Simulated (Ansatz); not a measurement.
N2 on a (100) slab of ZrN (Fm-3m (No. 225)), 3 planes, outer planes ZrN (top) and ZrN (bottom), 1 a cell of 41.6 Å², relaxed and still whole (its atoms last):

```yaml
crystal:
  lattice:
    - [6.44759, 0.00000, 0.00000]
    - [0.00000, 6.44759, 0.00000]
    - [0.00000, 0.00000, 22.55914]
  atoms:
    - { symbol: Zr, position: [0.25000, 0.25000, 0.35462] }
    - { symbol: Zr, position: [0.25000, 0.75000, 0.35462] }
    - { symbol: Zr, position: [0.75000, 0.25000, 0.35462] }
    - { symbol: Zr, position: [0.75000, 0.75000, 0.35462] }
    - { symbol: N, position: [0.50000, 0.50000, 0.35462] }
    - { symbol: N, position: [0.50000, 0.00000, 0.35462] }
    - { symbol: N, position: [0.00000, 0.50000, 0.35462] }
    - { symbol: N, position: [0.00000, 0.00000, 0.35462] }
    - { symbol: Zr, position: [0.50117, 0.49883, 0.45428] }
    - { symbol: Zr, position: [0.50117, 0.00119, 0.45428] }
    - { symbol: Zr, position: [0.99881, 0.49883, 0.45428] }
    - { symbol: Zr, position: [0.99881, 0.00119, 0.45428] }
    - { symbol: N, position: [0.74999, 0.75001, 0.45255] }
    - { symbol: N, position: [0.74999, 0.25001, 0.45015] }
    - { symbol: N, position: [0.25000, 0.75000, 0.45197] }
    - { symbol: N, position: [0.25000, 0.25001, 0.45255] }
    - { symbol: Zr, position: [0.75000, 0.75001, 0.54942] }
    - { symbol: Zr, position: [0.74999, 0.25000, 0.55275] }
    - { symbol: Zr, position: [0.25000, 0.74999, 0.54943] }
    - { symbol: Zr, position: [0.24998, 0.25000, 0.54942] }
    - { symbol: N, position: [0.00198, 0.99800, 0.55769] }
    - { symbol: N, position: [0.00198, 0.50200, 0.55769] }
    - { symbol: N, position: [0.49800, 0.99802, 0.55769] }
    - { symbol: N, position: [0.49799, 0.50199, 0.55769] }
    - { symbol: N, position: [0.74936, 0.25058, 0.70475] }
    - { symbol: N, position: [0.74967, 0.25028, 0.65512] }
```

Computed with DFT PBE+D3(BJ), scalar-relativistic, plane waves, PAW in Ansatz 0.2.0. Settings: cutoff 420 eV, Γ-centred mesh 3×3×1 on the computed 26-atom cell, Gaussian smearing of 0.10 eV; no spin polarisation. A dipole correction removes the field between periodic images along c.

It binds with 0.59 eV a molecule against the clean slab and the free molecule (no zero-point or thermal terms); its shortest contact is N–Zr 2.31 Å. Take first-order desorption with no barrier to adsorption, no reaction on the face and an assumed prefactor of 10^13 s⁻¹.

(1) How long does a molecule stay at 300 K?

(2) Where does its peak lie in a desorption experiment heated at 1 K/s?

(3) Is this physisorption or chemisorption?

## Answers

(1) τ = ν⁻¹·exp(E/k_BT) with k_BT = 0.0259 eV: E/k_BT = 22.8, so τ ≈ 8×10^-4 s. At about one hit a site a second (10⁻⁶ mbar) the coverage is near τ × 1 s⁻¹, so a layer needs roughly 1×10^-3 mbar.

(2) The peak obeys E/(k_B·T_p²) = (ν/β)·exp(−E/k_BT_p). Solving gives T_p ≈ 215 K (E/k_BT_p = 31.8). An error of 0.1 eV in E moves it by about 36 K, and larger molecules have larger prefactors, which lowers it.

(3) The tightest contact, N–Zr 2.31 Å, is 0.94 times the sum of covalent radii, and deformation and lateral interaction add up to +0.10 eV. This is chemisorption.